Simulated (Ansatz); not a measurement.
# Ru (P6_3/mmc) in Ansatz: further runs

One crystal, Ru, is run at these levels: LDA, PBEsol; tasks: elastic constants.

All numbers are computed with Ansatz 0.2.0; they aren't measurements. Logs are shortened: lines on timing, memory, paths and dates and some standing lists are left out, and cuts for length are marked.

## Step 1: The structure

The structure is hexagonal, space group P6_3/mmc (No. 194). Conventional cell: a = 2.706 Å, b = 2.706 Å, c = 4.282 Å, α = 90.00°, β = 90.00°, γ = 120.00°. Ru (site symmetry -6m2) is surrounded by 12 Ru at 2.65 to 2.71 Å.

## Step 2: Elastic constants, LDA

input.yaml

```yaml
crystal:
  lattice:
    - [2.7058, 0.0, 0.0]
    - [-1.3529, 2.3432915376, 0.0]
    - [0.0, 0.0, 4.2819]
  atoms:
    - { symbol: Ru, position: [0.6666666667, 0.3333333333, 0.75] }
    - { symbol: Ru, position: [0.3333333333, 0.6666666667, 0.25] }
hamiltonian:
  xc: lda
  pseudopotentials: { kind: paw }
kpoints:
  mp_grid: { grid: [8, 8, 5] }
scf:
  occupations: { method: fermi_dirac, width: 0.05 }
output:
  forces: true
  stress: true
elastic:
  mode: clamped_ion
  stencil: two_point
```

Potentials or basis: Ansatz PAW.

On the command line:

```
$ ansatz run input.yaml --threads 2 --pin off --max-ram 5632MiB --backend cpu --events-out ev --progress --plain --runs-dir out
```

Standard output:

```text
Warning: RAYON_NUM_THREADS=2 ignored (pool sized by the plan → 2); use --threads N
Engine: ansatz 0.2.0, x86_64-unknown-linux-gnu
Pseudopotentials: kind: paw
Pseudopotential: Ru, paw, valence charge 16, recommended cutoff 420 eV (normal), Ru.paw.azcp
Functional definition: SPW92
  exchange = slater_x
  correlation = pw_c
Crystal: 2 atoms, lattice volume = 27.149 Å³
Basis set: ecut = 420 eV, 537 PW (Γ)
Bands: 20, of which v1, the nominal top of the filled ones, is band 16 counted from 1 (15 counted from 0)
Symmetry: 24 space group operations
Space group: P63/mmc (ITA 194), of the structure as read, at distance tolerance 3.0e-5 Å
k-points: 30 of 320
Non-local potential: Ru, projectors of the file, l = 0: 3, l = 1: 2, l = 2: 2, l = 3: 1
PAW form: soft (Blöchl's): semilocal exchange-correlation on the pseudo side does not see the compensation charge
PAW frozen core: Ru, regenerated for the run's functional, and the local potential with it (the file was generated under x = pbe(κ = 0.804, μ = 0.2195149727645171), c = pbe(β = 0.06672455060314922))
PAW one-centre angular grid: Ru, 590 points (default); XC on 64 Gauss nodes
Initial density: superposition of atomic densities (neutral atoms: chi_scale 0, normalization atom), corrected by the library's trained network
Initial wavefunctions: pseudopotential atomic-orbital guess
Functional: x = slater, c = lda
SCF iter   1: F=—  HF=-11516.598094 eV  |F-HF|=—  |Δ(HF+E_count)|=         —  Δρ=1.06e-2  dr2=1.36e-2  ethr=1.77e-3  ⟨swp⟩=5.1  Hψ=2368  notcnv=0
preconditioner: auto → none  [metal: Δε(μ)=0.049 eV  Ē_g=5.864 eV  σ=0.050 eV  W_gap=0.23  n_scr=8 (ndim 8)  ℏωp=28.5 eV  f_vac=0.000  D(μ)=1.03/eV (n_scr^D=2)  sad-step TF]
SCF iter   2: F=—  HF=-11516.596848 eV  |F-HF|=—  |Δ(HF+E_count)|=   1.25e-3  Δρ=5.68e-3  dr2=3.57e-3  ethr=4.24e-5  ⟨swp⟩=2.6  Hψ=1207  notcnv=0
SCF iter   3: F=—  HF=-11516.596336 eV  |F-HF|=—  |Δ(HF+E_count)|=   5.12e-4  Δρ=2.91e-4  dr2=9.14e-6  ethr=1.12e-5  ⟨swp⟩=2.0  Hψ=821  notcnv=0
SCF iter   4: F=—  HF=-11516.596337 eV  |F-HF|=—  |Δ(HF+E_count)|=   1.29e-6  Δρ=7.42e-5  dr2=4.95e-7  ethr=2.86e-8  ⟨swp⟩=2.0  Hψ=1084  notcnv=0
SCF iter   5: F=—  HF=-11516.596341 eV  |F-HF|=—  |Δ(HF+E_count)|=   3.10e-6  Δρ=1.39e-5  dr2=2.03e-8  ethr=1.55e-9  ⟨swp⟩=2.5  Hψ=1023  notcnv=0
SCF iter   6: F=—  HF=-11516.596341 eV  |F-HF|=—  |Δ(HF+E_count)|=   8.27e-9  Δρ=3.89e-6  dr2=1.23e-9  ethr=6.34e-11  ⟨swp⟩=2.0  Hψ=1052  notcnv=0
SCF iter   7: F=—  HF=-11516.596341 eV  |F-HF|=—  |Δ(HF+E_count)|=  8.73e-11  Δρ=8.49e-7  dr2=3.18e-11  ethr=3.84e-12  ⟨swp⟩=2.5  Hψ=1082  notcnv=0
SCF iter   8: F=—  HF=-11516.596341 eV  |F-HF|=—  |Δ(HF+E_count)|=  1.82e-11  Δρ=8.49e-8  dr2=3.40e-13  ethr=9.93e-14 (applied; sched 1.00e-12)  ⟨swp⟩=2.0  Hψ=658  notcnv=0  defer=2
SCF iter   9: F=-11516.596341 eV  HF=-11516.596341 eV  |F-HF|=5.46e-12  |Δ(HF+E_count)|=  5.46e-12  Δρ=4.87e-9  dr2=2.20e-15  ethr=1.00e-12  ⟨swp⟩=4.2  Hψ=1958  notcnv=0
SCF 1 converged in 9 iterations: F = -11516.596341 eV  dr2 = 2.20e-15
Crystal: 2 atoms, lattice volume = 27.095 Å³
Symmetry: 8 space group operations
k-points: 63 of 320
Initial density: handed on by an earlier stage of this run
Initial wavefunctions: those handed on with the density
iter 1 solved again at ethr=4.72e-8 eV; its pass at ethr=3.10e-3 eV (dr2=1.51e-5 eV) is discarded
SCF iter   1: F=—  HF=-11516.600297 eV  |F-HF|=—  |Δ(HF+E_count)|=         —  Δρ=2.18e-4  dr2=8.77e-6  ethr=4.72e-8  ⟨swp⟩=2.7  Hψ=6469  notcnv=0  defer=4
preconditioner: auto → none  [metal: Δε(μ)=0.040 eV  Ē_g=5.864 eV  σ=0.050 eV  W_gap=0.20  n_scr=8 (ndim 8)  ℏωp=28.5 eV  f_vac=0.000  D(μ)=1.12/eV (n_scr^D=8)]
SCF iter   2: F=—  HF=-11516.600297 eV  |F-HF|=—  |Δ(HF+E_count)|=   8.16e-7  Δρ=9.24e-5  dr2=8.74e-7  ethr=2.74e-8  ⟨swp⟩=2.0  Hψ=1717  notcnv=0  defer=4
SCF iter   3: F=—  HF=-11516.600295 eV  |F-HF|=—  |Δ(HF+E_count)|=   1.46e-6  Δρ=2.16e-5  dr2=5.68e-8  ethr=2.73e-9  ⟨swp⟩=1.8  Hψ=1928  notcnv=0  defer=4
SCF iter   4: F=—  HF=-11516.600295 eV  |F-HF|=—  |Δ(HF+E_count)|=   3.58e-9  Δρ=2.99e-6  dr2=5.83e-10  ethr=1.78e-10  ⟨swp⟩=2.0  Hψ=1747  notcnv=0  defer=4
SCF iter   5: F=—  HF=-11516.600295 eV  |F-HF|=—  |Δ(HF+E_count)|=  8.73e-11  Δρ=4.33e-7  dr2=1.99e-11  ethr=1.82e-12  ⟨swp⟩=2.5  Hψ=2218  notcnv=0  defer=4
SCF iter   6: F=—  HF=-11516.600295 eV  |F-HF|=—  |Δ(HF+E_count)|=  9.09e-12  Δρ=7.63e-8  dr2=3.95e-13  ethr=6.21e-14 (applied; sched 1.00e-12)  ⟨swp⟩=2.5  Hψ=2186  notcnv=0  defer=4
SCF iter   7: F=-11516.600295 eV  HF=-11516.600295 eV  |F-HF|=1.82e-12  |Δ(HF+E_count)|=  3.64e-12  Δρ=1.40e-8  dr2=2.22e-14  ethr=1.00e-12  ⟨swp⟩=4.0  Hψ=4557  notcnv=0
SCF 2 converged in 7 iterations: F = -11516.600295 eV  dr2 = 2.22e-14
Crystal: 2 atoms, lattice volume = 27.204 Å³
iter 1 solved again at ethr=2.08e-11 eV; its pass at ethr=3.10e-3 eV (dr2=6.66e-9 eV) is discarded
SCF iter   1: F=—  HF=-11516.591998 eV  |F-HF|=—  |Δ(HF+E_count)|=         —  Δρ=1.95e-5  dr2=6.81e-9  ethr=2.08e-11  ⟨swp⟩=2.9  Hψ=6624  notcnv=0  defer=4
preconditioner: auto → none  [metal: Δε(μ)=0.022 eV  Ē_g=5.833 eV  σ=0.050 eV  W_gap=0.11  n_scr=8 (ndim 8)  ℏωp=28.5 eV  f_vac=0.000  D(μ)=1.12/eV (n_scr^D=8)]
SCF iter   2: F=—  HF=-11516.591998 eV  |F-HF|=—  |Δ(HF+E_count)|=   2.04e-8  Δρ=9.52e-6  dr2=5.97e-10  ethr=2.08e-11  ⟨swp⟩=2.0  Hψ=1776  notcnv=0  defer=4
SCF iter   3: F=—  HF=-11516.591998 eV  |F-HF|=—  |Δ(HF+E_count)|=   6.51e-9  Δρ=3.06e-6  dr2=7.03e-11  ethr=1.87e-12  ⟨swp⟩=1.4  Hψ=1289  notcnv=0  defer=4
SCF iter   4: F=—  HF=-11516.591998 eV  |F-HF|=—  |Δ(HF+E_count)|=  7.55e-10  Δρ=1.03e-7  dr2=4.54e-13  ethr=2.20e-13 (applied; sched 1.00e-12)  ⟨swp⟩=2.4  Hψ=2135  notcnv=0  defer=4
SCF iter   5: F=-11516.591998 eV  HF=-11516.591998 eV  |F-HF|=0.00e0  |Δ(HF+E_count)|=  1.82e-12  Δρ=7.03e-9  dr2=2.48e-15  ethr=1.00e-12  ⟨swp⟩=4.0  Hψ=4472  notcnv=0
SCF 3 converged in 5 iterations: F = -11516.591998 eV  dr2 = 2.48e-15
iter 1 solved again at ethr=2.87e-8 eV; its pass at ethr=3.10e-3 eV (dr2=9.17e-6 eV) is discarded
SCF iter   1: F=—  HF=-11516.600800 eV  |F-HF|=—  |Δ(HF+E_count)|=         —  Δρ=2.02e-4  dr2=5.88e-6  ethr=2.87e-8  ⟨swp⟩=3.1  Hψ=3207  notcnv=0  defer=2
preconditioner: auto → none  [insulator: Δε(μ)=0.213 eV  Ē_g=5.863 eV  σ=0.050 eV  W_gap=0.51  n_scr=8 (ndim 8)  ℏωp=28.5 eV  f_vac=0.000  D(μ)=1.11/eV (n_scr^D=8)  ε∞_Penn≈24.7]
SCF iter   2: F=—  HF=-11516.600798 eV  |F-HF|=—  |Δ(HF+E_count)|=   2.62e-6  Δρ=9.06e-5  dr2=7.34e-7  ethr=1.84e-8  ⟨swp⟩=2.4  Hψ=827  notcnv=0  defer=2
SCF iter   3: F=—  HF=-11516.600798 eV  |F-HF|=—  |Δ(HF+E_count)|=   9.12e-8  Δρ=1.78e-5  dr2=3.90e-8  ethr=2.29e-9  ⟨swp⟩=1.4  Hψ=746  notcnv=0  defer=2
SCF iter   4: F=—  HF=-11516.600798 eV  |F-HF|=—  |Δ(HF+E_count)|=   1.52e-9  Δρ=2.52e-6  dr2=4.10e-10  ethr=1.22e-10  ⟨swp⟩=2.0  Hψ=847  notcnv=0  defer=2
SCF iter   5: F=—  HF=-11516.600798 eV  |F-HF|=—  |Δ(HF+E_count)|=  3.27e-11  Δρ=4.22e-7  dr2=1.13e-11  ethr=1.28e-12  ⟨swp⟩=2.4  Hψ=1008  notcnv=0  defer=2
SCF iter   6: F=—  HF=-11516.600798 eV  |F-HF|=—  |Δ(HF+E_count)|=  1.82e-12  Δρ=4.83e-8  dr2=2.92e-13  ethr=3.54e-14 (applied; sched 1.00e-12)  ⟨swp⟩=2.0  Hψ=1076  notcnv=0  defer=2
SCF iter   7: F=-11516.600798 eV  HF=-11516.600798 eV  |F-HF|=1.82e-12  |Δ(HF+E_count)|=    0.00e0  Δρ=5.23e-9  dr2=2.92e-15  ethr=1.00e-12  ⟨swp⟩=4.0  Hψ=1933  notcnv=0
SCF 4 converged in 7 iterations: F = -11516.600798 eV  dr2 = 2.92e-15
iter 1 solved again at ethr=4.71e-11 eV; its pass at ethr=3.10e-3 eV (dr2=1.51e-8 eV) is discarded
SCF iter   1: F=—  HF=-11516.591456 eV  |F-HF|=—  |Δ(HF+E_count)|=         —  Δρ=1.74e-5  dr2=1.46e-8  ethr=4.71e-11  ⟨swp⟩=2.8  Hψ=3037  notcnv=0  defer=2
preconditioner: auto → none  [metal: Δε(μ)=0.057 eV  Ē_g=5.833 eV  σ=0.050 eV  W_gap=0.28  n_scr=8 (ndim 8)  ℏωp=28.5 eV  f_vac=0.000  D(μ)=1.13/eV (n_scr^D=8)]
SCF iter   2: F=—  HF=-11516.591456 eV  |F-HF|=—  |Δ(HF+E_count)|=   1.32e-8  Δρ=8.13e-6  dr2=9.37e-10  ethr=4.56e-11  ⟨swp⟩=2.1  Hψ=851  notcnv=0  defer=2
SCF iter   3: F=—  HF=-11516.591456 eV  |F-HF|=—  |Δ(HF+E_count)|=   4.77e-9  Δρ=2.81e-6  dr2=1.03e-10  ethr=2.93e-12  ⟨swp⟩=2.2  Hψ=856  notcnv=0  defer=2
SCF iter   4: F=—  HF=-11516.591456 eV  |F-HF|=—  |Δ(HF+E_count)|=  6.84e-10  Δρ=2.57e-7  dr2=6.32e-13  ethr=3.21e-13 (applied; sched 1.00e-12)  ⟨swp⟩=2.4  Hψ=925  notcnv=0  defer=2
SCF iter   5: F=-11516.591456 eV  HF=-11516.591456 eV  |F-HF|=1.82e-12  |Δ(HF+E_count)|=  9.09e-12  Δρ=1.72e-8  dr2=2.30e-14  ethr=1.00e-12  ⟨swp⟩=4.0  Hψ=2182  notcnv=0
SCF 5 converged in 5 iterations: F = -11516.591456 eV  dr2 = 2.30e-14
Symmetry: 4 space group operations
k-points: 93 of 320
iter 1 solved again at ethr=1.47e-8 eV; its pass at ethr=3.10e-3 eV (dr2=4.72e-6 eV) is discarded
SCF iter   1: F=—  HF=-11516.596278 eV  |F-HF|=—  |Δ(HF+E_count)|=         —  Δρ=1.32e-4  dr2=1.62e-6  ethr=1.47e-8  ⟨swp⟩=3.4  Hψ=10131  notcnv=0  defer=4
preconditioner: auto → none  [metal: Δε(μ)=0.031 eV  Ē_g=5.848 eV  σ=0.050 eV  W_gap=0.15  n_scr=8 (ndim 8)  ℏωp=28.5 eV  f_vac=0.000  D(μ)=1.12/eV (n_scr^D=8)]
SCF iter   2: F=—  HF=-11516.596276 eV  |F-HF|=—  |Δ(HF+E_count)|=   2.02e-6  Δρ=6.04e-5  dr2=2.99e-7  ethr=5.06e-9  ⟨swp⟩=1.0  Hψ=1856  notcnv=0  defer=4
SCF iter   3: F=—  HF=-11516.596276 eV  |F-HF|=—  |Δ(HF+E_count)|=   3.14e-8  Δρ=6.07e-6  dr2=2.21e-9  ethr=9.36e-10  ⟨swp⟩=1.0  Hψ=1858  notcnv=0  defer=4
SCF iter   4: F=—  HF=-11516.596276 eV  |F-HF|=—  |Δ(HF+E_count)|=  3.42e-10  Δρ=6.99e-7  dr2=4.68e-11  ethr=6.89e-12  ⟨swp⟩=2.0  Hψ=2958  notcnv=0  defer=4
SCF iter   5: F=—  HF=-11516.596276 eV  |F-HF|=—  |Δ(HF+E_count)|=  1.09e-11  Δρ=1.29e-7  dr2=6.16e-12  ethr=1.46e-13 (applied; sched 1.00e-12)  ⟨swp⟩=2.0  Hψ=2907  notcnv=0  defer=4
SCF iter   6: F=—  HF=-11516.596276 eV  |F-HF|=—  |Δ(HF+E_count)|=    0.00e0  Δρ=4.76e-8  dr2=1.05e-12  ethr=1.93e-14 (applied; sched 1.00e-12)  ⟨swp⟩=2.1  Hψ=2746  notcnv=0  defer=4
SCF iter   7: F=-11516.596276 eV  HF=-11516.596276 eV  |F-HF|=0.00e0  |Δ(HF+E_count)|=  3.64e-12  Δρ=1.48e-8  dr2=1.94e-14  ethr=1.00e-12  ⟨swp⟩=2.8  Hψ=6684  notcnv=0
SCF 6 converged in 7 iterations: F = -11516.596276 eV  dr2 = 1.94e-14
iter 1 solved again at ethr=4.86e-12 eV; its pass at ethr=3.10e-3 eV (dr2=1.56e-9 eV) is discarded
SCF iter   1: F=—  HF=-11516.596276 eV  |F-HF|=—  |Δ(HF+E_count)|=         —  Δρ=8.09e-6  dr2=1.62e-9  ethr=4.86e-12  ⟨swp⟩=2.7  Hψ=9842  notcnv=0  defer=4
SCF iter   2: F=—  HF=-11516.596276 eV  |F-HF|=—  |Δ(HF+E_count)|=   3.78e-9  Δρ=3.91e-6  dr2=1.33e-10  ethr=4.86e-12  ⟨swp⟩=2.0  Hψ=2544  notcnv=0  defer=4
SCF iter   3: F=—  HF=-11516.596276 eV  |F-HF|=—  |Δ(HF+E_count)|=   1.23e-9  Δρ=1.24e-6  dr2=1.39e-11  ethr=4.14e-13 (applied; sched 1.00e-12)  ⟨swp⟩=1.2  Hψ=1884  notcnv=0  defer=4
SCF iter   4: F=—  HF=-11516.596276 eV  |F-HF|=—  |Δ(HF+E_count)|=  1.40e-10  Δρ=9.62e-8  dr2=1.93e-13  ethr=4.33e-14 (applied; sched 1.00e-12)  ⟨swp⟩=2.5  Hψ=3220  notcnv=0  defer=4
SCF iter   5: F=-11516.596276 eV  HF=-11516.596276 eV  |F-HF|=3.64e-12  |Δ(HF+E_count)|=  3.64e-12  Δρ=1.26e-8  dr2=3.95e-15  ethr=1.00e-12  ⟨swp⟩=4.0  Hψ=6434  notcnv=0
SCF 7 converged in 5 iterations: F = -11516.596276 eV  dr2 = 3.95e-15
SCF converged after 9 iterations
Free energy (F): -11516.596341 eV
Harris-Foulkes:  -11516.596341 eV  (|F-HF|=5.46e-12)
Internal energy: -11516.587037 eV  (E = F + TS)
E sigma→0 (E₀):  -11516.591689 eV
Entropy (-TS):   -0.009303 eV (-4.652 meV/atom)
Fermi energy:    23.193373 eV
--- Per-component energies (eV) ---
  E_band       = -114.606550
  E_kinetic    = 1028.166183
  E_local      = -2524.389740  (includes V_loc(G=0)·N_el)
  E_nonlocal   = 696.304595
  E_hartree    = 806.097896
  E_xc         = -379.082228
  E_vxc        = -477.815027  (∫ρ·V_xc dr)
  E_paw        = -6682.371363  (= ΣΔE_a)
  E_vpaw       = -449.067871  (= ΣTr[D̂ρ^β])
  E_aug_tail   = -0.000479  (compensation charges beyond the density's cutoff)
  E_ewald      = -4462.455271
  E_core_change = 1.143370  (= ΣΔE_core)
  E_smearing   = -0.009303  (= −TS)
  E_closure    = 0.000000  (closes the sum)
  Σ components = -11516.596341   (vs F -11516.596341, Δ=0.00e0)
--- Forces (eV/Å), atoms counted from 1 ---
  atom   1  Ru    -0.00000000     0.00000000    -0.00000000
  atom   2  Ru    -0.00000000    -0.00000000     0.00000000
  max |Σ_I F_I| component: 9.25e-18 eV/Å
--- Stress (GPa, compression-positive) ---
      -12.245884       0.000000      -0.000000
       -0.000000     -12.245884      -0.000000
       -0.000000      -0.000000     -13.786220
  P = ⅓ Tr σ = -12.7593 GPa (-127.593 kbar)
--- Band table (eV; the first three rows and the last of 30) ---
  k-point 0: bands = ["-49.7805", "-49.5725", "-20.3318", "-19.3806", "-19.3806", "-19.2087", "-19.2087", "-19.1752", "15.1665", "16.9800", "20.6061", "20.6061", "20.7769", "21.2917", "21.2917", "21.8151", "21.8151", "24.4069", "24.4069", "24.4888"]
  k-point 1: bands = ["-49.7609", "-49.5927", "-20.2260", "-19.3644", "-19.3644", "-19.2907", "-19.2253", "-19.2253", "15.6045", "17.1162", "20.4148", "20.4148", "20.5709", "21.0495", "21.0495", "22.3528", "22.3528", "23.1806", "24.4053", "24.4053"]
  k-point 2: bands = ["-49.7094", "-49.6452", "-19.9447", "-19.5877", "-19.3216", "-19.3216", "-19.2685", "-19.2685", "16.6573", "17.2791", "20.2929", "20.3454", "20.3454", "20.6074", "20.6074", "21.1035", "23.3196", "23.3196", "24.1066", "24.1066"]
  k-point 29: bands = ["-49.5626", "-49.5538", "-20.1152", "-20.0803", "-19.8157", "-19.7118", "-19.4108", "-19.3730", "17.9874", "18.4523", "19.0824", "19.2529", "20.2689", "20.8328", "22.0801", "22.5109", "24.3733", "24.6769", "30.3358", "30.5215"]
--- Elastic constants: 3 strain directions × 2 members + reference (group order 24) ---
  dense FFT box of the reference and of every strained cell: 20×20×30
  strains applied: 11, 33, 23; error gains: componentwise 1.00 (the most a stress slope's error grows in a printed constant), spectral 1.41 (1 for all six strains in a standard setting)
  C = ∂σ_k/∂η_j (tension-positive GPa; Voigt order 11 22 33 23 13 12):
       571.288    169.225    159.802     -0.000      0.000      0.000
       169.225    571.288    159.802     -0.000      0.000      0.000
       158.361    158.361    633.701     -0.000      0.000      0.000
         0.000     -0.000      0.000    198.609     -0.000     -0.000
         0.000     -0.000      0.000     -0.000    198.609     -0.000
         0.000     -0.000     -0.000      0.000     -0.000    201.032
  reference stress σ⁰ (GPa):     12.246     12.246     13.786      0.000      0.000     -0.000
  C* (energy form; C + prestress term) asymmetry max|C*_kj − C*_jk| = 9.910e-2 GPa — a small one proves nothing (zero by symmetry where the batch's group is 432, −43m or m−3m); a large one is finite-difference/SCF noise where every solve meets its electron count
  moduli (Voigt/Reuss/Hill, GPa): K = 305.67/305.23/305.45   G = 205.58/204.92/205.25   E = 503.07   ν = 0.226
  mechanically stable: yes (min eigenvalue of sym C = 198.61 GPa)
  strain η (Voigt 11):  stress-route row diagonal C_11 = 571.29 GPa, energy-path curvature d²(F+E_count+ΔE)/dδ²/Ω₀ = 571.04 GPa
         δ    σ_11 (GPa)             F (eV)   n_scf  n_hpsi   n_pw
    -2.000e-3      11.0919      -11516.6002952       7   21664    544
     2.000e-3      13.3770      -11516.5919976       5   17134    544
  strain η (Voigt 33):  stress-route row diagonal C_33 = 633.70 GPa, energy-path curvature d²(F+E_count+ΔE)/dδ²/Ω₀ = 633.58 GPa
         δ    σ_33 (GPa)             F (eV)   n_scf  n_hpsi   n_pw
    -2.000e-3      12.5075      -11516.6007977       7   10040    542
     2.000e-3      15.0423      -11516.5914561       5    8259    544
  strain η (Voigt 23):  stress-route row diagonal C_44 = 198.61 GPa, energy-path curvature d²(F+E_count+ΔE)/dδ²/Ω₀ = 192.04 GPa
         δ    σ_23 (GPa)             F (eV)   n_scf  n_hpsi   n_pw
    -2.000e-3      -0.3972      -11516.5962759       7   30386    544
     2.000e-3       0.3972      -11516.5962759       5   25150    544
```

Run time: 11 s. Hardware: 2 threads of Intel Xeon at 2.50GHz (Skylake/Cascade Lake), shared host; peak memory 0.36 GiB.

Results:

```yaml
Free_energy: -11516.5963 eV
Pressure: -12.8 GPa
Band_gap_on_the_k_mesh: none (metal or under the smearing width)
Voigt_bulk_modulus: 306 GPa
```

Elastic tensor in Voigt notation (GPa, ions clamped, in the Cartesian axes of the cell as first typed):
```
571 169 160   0   0   0
169 571 160   0   0   0
158 158 634   0   0   0
  0   0   0 199   0   0
  0   0   0   0 199   0
  0   0   0   0   0 201
```

Caveat: the cell is more than 3 GPa from zero pressure, which shifts response properties; elastic constants of metals need much finer meshes, so these are rough; the PAW data sets come from PBE, with cores solved anew for the run's functional, which leaves a small shift of forces and pressure.

## Step 3: Elastic constants, PBEsol

input.yaml, as its differences from that of step 2:

```diff
@@ -9,3 +9,3 @@
 hamiltonian:
-  xc: lda
+  xc: pbesol
   pseudopotentials: { kind: paw }
@@ -19,3 +19,3 @@
 elastic:
-  mode: clamped_ion
+  mode: relaxed_ion
   stencil: two_point
```

Potentials or basis: Ansatz PAW.

On the command line:

```
$ ansatz run input.yaml --threads 2 --pin off --max-ram 5632MiB --backend cpu --events-out ev --progress --plain --runs-dir out
```

Wall time 32 s (2 threads of Intel Xeon at 2.50GHz (Skylake/Cascade Lake), shared host); peak memory 0.38 GiB.

Results (log left out):

```
Free energy            : -11633.0432 eV
Pressure               : -6.7 GPa
Band gap on the k mesh : none (metal or under the smearing width)
Voigt bulk modulus     : 316 GPa
```

Stress tensor (GPa, compression positive):
```
-6.35  0.00  0.00
 0.00 -6.35  0.00
 0.00  0.00 -7.46
```

Levels at points of the mesh, in eV from the Fermi level:
```
            k point  band 14  band 15  band 16  band 17  band 18  band 19
 (0.00, 0.00, 0.00)    -1.89    -1.89    -1.37    -1.37     1.22     1.22
(0.00, -0.50, 0.00)    -1.80    -1.51     1.47     1.89     1.96     4.09
```

Elastic tensor in Voigt notation (GPa, in the Cartesian axes of the cell as first typed):
```
584 183 164   0   0   0
183 584 164   0   0   0
163 163 657   0   0   0
  0   0   0 203   0   0
  0   0   0   0 203   0
  0   0   0   0   0 201
```

Caveat: the cell is more than 3 GPa from zero pressure, which shifts response properties; elastic constants of metals need much finer meshes, so these are rough; the PAW data sets come from PBE, with cores solved anew for the run's functional, which leaves a small shift of forces and pressure.
